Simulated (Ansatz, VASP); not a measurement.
# Ti: VASP beside Ansatz

File INCAR:

```
ALGO = Normal
EDIFF = 1E-6
ENCUT = 520
GGA = CA
ISIF = 2
ISMEAR = -1
LASPH = True
LCHARG = False
LREAL = False
LWAVE = False
NBANDS = 12
NELM = 60
PREC = Accurate
SIGMA = 0.1
```

KPOINTS

```
k-points
0
Gamma
  16 16 16
```

Contents of POSCAR:

```
Ti
1.0
   -1.6255621612      1.6255621612      1.6255621612
    1.6255621612     -1.6255621612      1.6255621612
    1.6255621612      1.6255621612     -1.6255621612
Ti
1
Direct
    0.0000000000      0.0000000000      0.0000000000
```

Input for Ansatz:

```yaml
crystal:
  lattice:
    - [-1.6255621612, 1.6255621612, 1.6255621612]
    - [1.6255621612, -1.6255621612, 1.6255621612]
    - [1.6255621612, 1.6255621612, -1.6255621612]
  atoms:
    - { symbol: Ti, position: [0.0, 0.0, 0.0] }
hamiltonian:
  xc: lda
  pseudopotentials:
    kind: paw
    azcp:
      Ti: "pseudopotentials/Ti.paw.azcp"
basis:
  ecutwfc: 420
  fft_grid_basis: typed
kpoints:
  mp_grid: { grid: [16, 16, 16], shift: [0, 0, 0] }
magnetization:
  spin_polarized: false
scf:
  occupations: { method: fermi_dirac, width: 0.1 }
  lower_state_search: "off"
output:
  stress: true
```

Alike in both runs: task single point; functional LDA; k mesh 16 × 16 × 16; occupations fermi-dirac, width 0.1 eV; no spin polarisation.

|  | VASP | Ansatz |
| --- | --- | --- |
| version | VASP 6.6.1 | Ansatz 0.2.0 |
| potentials or method | VASP PAW LDA potentials, release 64 (Ti_sv) | plane waves (420 eV) with PAW, scalar-relativistic |
| plane-wave cutoff (eV) | 520 | 420 |
| valence electrons in the cell | 12 | 12 |

|  | VASP | Ansatz | Ansatz less VASP |
| --- | --- | --- | --- |
| pressure (GPa) | -8.1 | -8.0 | +0.05 |

Ansatz warned: «pseudo_functional_mismatch».
